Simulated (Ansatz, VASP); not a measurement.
Two plane-wave programs on Pb

```
CELL_PARAMETERS angstrom
0.00000 2.47502 2.47502
2.47502 0.00000 2.47502
2.47502 2.47502 0.00000
ATOMIC_POSITIONS crystal
Pb 0.00000 0.00000 0.00000
```

Alike in both runs: task relaxation of cell and atoms; functional HSEsol; k mesh 5 × 5 × 5; occupations fermi-dirac, width 0.05 eV; no spin polarisation.

|  | VASP | Ansatz |
| --- | --- | --- |
| version | VASP 6.6.1 | Ansatz 0.2.0 |
| potentials or method | VASP PAW PBE potentials, release 64 (Pb_d) | Ansatz PAW |
| plane-wave cutoff (eV) | 600 | 420 |
| valence electrons in the cell | 14 | 14 |

```tsv
	VASP	Ansatz	Ansatz less VASP
gap on the k mesh at the Fermi level, each at its own relaxed structure (eV)	none	none	-
relaxed volume (Å³/atom)	29.55	29.50	-0.048
relaxed cell length with the largest relative difference (Å)	3.470	3.468	-0.0019
energy change over the relaxation (meV/atom)	-3	-4	-0.2
```

A gap of «none» marks a metal or a gap that the smearing closes.

Caveats: the k mesh is coarse (spacing up to 0.44 Å⁻¹), so the values aren't converged, least of all with exact exchange; the PAW data sets were made with another functional, which shifts forces and pressure a little (VASP); the plane-wave basis is chosen anew once the cell has moved, so the energies of steps on either side of that aren't comparable (Ansatz); the PAW data sets come from PBE, with cores solved anew for the run's functional, which leaves a small shift of forces and pressure (Ansatz). The runs have no spin-orbit coupling, so splittings on Pb are missing.
